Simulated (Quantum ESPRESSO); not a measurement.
TiAl3 under changes of volume

One of the cells (15.634 Å³/atom); the others are scaled copies at fixed shape and fractional positions:

```xyz
4
Lattice="-1.9111 1.9111 4.2807 1.9111 -1.9111 4.2807 1.9111 1.9111 -4.2807" Properties=species:S:1:pos:R:3 pbc="T T T"
Ti    0.0000    0.0000    0.0000
Al    1.9111    0.0000    2.1403
Al    0.0000    1.9111    2.1403
Al    0.0000    0.0000    4.2807
```

The cell comes from a database or a generator and needn't be the stable form of this composition.

* Program: Quantum ESPRESSO 7.5
* Functional: PBEsol
* Potentials or basis: GBRV 1.5 PBEsol
* Cutoff: 612 eV
* Density cutoff: 4898 eV
* k mesh: 10 × 10 × 10
* Occupations: fermi-dirac, width 0.05 eV
* Spin: no spin polarisation

```csv
volume (Å³/atom),energy over the lowest point (meV/atom),pressure (GPa)
14.696,17.19,7.0
15.009,6.42,4.1
15.322,?,?
15.634,0.00,-0.7
15.947,3.40,-2.8
16.260,10.66,-4.6
16.572,21.38,-6.3
```

Task: What does the run at 15.322 Å³/atom give?

Result: Energy over the lowest point 0.85 meV/atom; pressure 1.6 GPa.

Worked out: A Birch-Murnaghan fit of order 3 (a polynomial in V^(-2/3)) to the other rows has its minimum at 15.54 Å³/atom with B0 = V·E''(V) = 112 GPa and B' = 3.9 at fixed shape and positions, which overstates the stiffness. It gives 0.86 meV/atom at 15.322 Å³/atom, against the run's 0.85, and -dE/dV = 1.6 GPa, against 1.6.

Energies are extrapolated to zero smearing.
